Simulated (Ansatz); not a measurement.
Structure types of CoSi were relaxed at one common pressure (all-electron LAPW in Ansatz 0.2.0 under PBE, scalar-relativistic, no spin polarisation, zero temperature). They take these volumes:

| type | space group | V (Å³/atom) |
| --- | --- | --- |
| rocksalt | Fm-3m | 8.93 |
| CsCl | Pm-3m | 8.05 |
| distorted WC | P-6m2 | 8.27 |
| NiAs | P6_3/mmc | 8.91 |
| zincblende | F-43m | 10.54 |

Task: At about which pressure, and is the densest type also the lowest in enthalpy?

Result: 120 GPa. The densest is CsCl, and it is also the lowest in enthalpy among these.
